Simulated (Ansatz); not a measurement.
The compound is CrO2 (1T sheet).

The cell holds 3 atoms: 1 Cr and 2 O. Its edges and angles: a = 2.748 Å, b = 2.748 Å, c = 28.557 Å, α = 90.0°, β = 90.0°, γ = 120.0°. Vacuum lies along c.

```xyz
3
Lattice="0.0000 1.9431 1.9431 1.9431 -1.9431 0.0000 16.4876 16.4876 -16.4876" Properties=species:S:1:pos:R:3
Cr    5.3055    5.3055   -5.3055
O     7.2146    5.2715   -5.2715
O     5.3394    5.3394   -3.3964
```

The structure was relaxed with PBE. The structure was generated from a model, not taken from a measurement. The runs that relaxed it are not among those shown. The program's search for lower electronic states was switched off, so nothing shows that the state found is the lowest. PAW set soft_2, made with PBE.

A constrained-RPA run (Ansatz 0.2.0; non-magnetic PBE; Cr t2g + anion p, bands v7 to c2, 6×6×1 mesh, medium accuracy) builds 9 functions on bands 8.1 eV wide, with 14.0 electrons in the window. The bare on-site interaction is 21.0 eV and the bare J 0.80 eV.

Q: Estimate U, U′ and J.

On the Cr t2g shell, U = 6.83 eV (32 % of the bare value), U′ = 5.56 eV, J = 0.63 eV.

The parent state is non-magnetic and the interaction static (zero frequency); U depends on the window and the orbitals, so it belongs to this model alone. A window that holds the anion p bands defines a model with explicit ligands; its U belongs to that model and is not the U of DFT+U.

[Paths, hosts, dates, memory and timing lines, banners, echoed tables and standing remarks are left out of the program output.]

[Logs are printed without paths, hosts, clocks, repeated set-up lines and the standing remarks that a program may print on its own settings, such as how far it seeks lower states.]

[Runs of the session that timed out or met a known fault of the program may be left out.]

[Hosts, paths, dates, database ids (printed as entryN), source tags and the programs' standing remarks are cut or masked in the printed files.]
